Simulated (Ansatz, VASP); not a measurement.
BN: VASP beside Ansatz

The input INCAR:

```
PREC = Accurate
ENCUT = 520
EDIFF = 1E-6
ISMEAR = 0
SIGMA = 0.05
LREAL = F
LASPH = T
NELM = 60
ALGO = Normal
ISIF = 2
LWAVE = F
LCHARG = F
GGA = PE
NBANDS = 11
```

Contents of KPOINTS:

```
regular mesh
0
Gamma
  12 12 12
```

Contents of POSCAR:

```
BN
1.0
    0.0000000000      1.9075444542      1.8123937807
    1.8123937807      0.0000000000      1.8123937807
    1.8123937807      1.9075444542      0.0000000000
B N
1 1
Direct
    0.0000000000      0.0000000000      0.0000000000
    0.7500000000      0.7500000000      0.7500000000
```

Input for Ansatz:

```yaml
crystal:
  lattice:
    - [0.0, 1.9075444542, 1.8123937807]
    - [1.8123937807, 0.0, 1.8123937807]
    - [1.8123937807, 1.9075444542, 0.0]
  atoms:
    - { symbol: B, position: [0.0, 0.0, 0.0] }
    - { symbol: "N", position: [0.75, 0.75, 0.75] }
basis:
  ecutwfc: 520.0
kpoints:
  mp_grid: { grid: [12, 12, 12] }
hamiltonian:
  xc: pbe
scf:
  occupations: { method: gaussian, width: 0.05 }
output:
  forces: true
  stress: true
  eigenvalues: true
```

Change from the starting cell: engineering shear strain xz +0.0000, normal strain along z +0.0525.

Alike in both runs: task single point; functional PBE; k mesh 12 × 12 × 12; occupations gaussian, width 0.05 eV; no spin polarisation.

|  | VASP | Ansatz |
| --- | --- | --- |
| version | VASP 6.6.1 | Ansatz 0.2.0 |
| potentials or method | VASP PAW PBE potentials, release 64 (B, N) | scalar-relativistic, plane waves, PAW |
| plane-wave cutoff (eV) | 520 | 520 |
| valence electrons in the cell | 8 | 8 |

```tsv
	VASP	Ansatz	Ansatz less VASP
gap on the k mesh at the Fermi level (eV)	3.96	3.97	+0.009
least direct gap on the mesh (eV)	8.26	8.27	+0.009
pressure (GPa)	-17.2	-17.3	-0.09
largest component of the traceless stress (GPa)	21.21	21.20	-0.016
```

The functional is the same, so the differences come from potentials, cutoffs and numerics.

Caveats: so large a pressure means that the cell lies far from this level's equilibrium, or that cutoff or potentials fall short (VASP). A k mesh can miss the band edges.
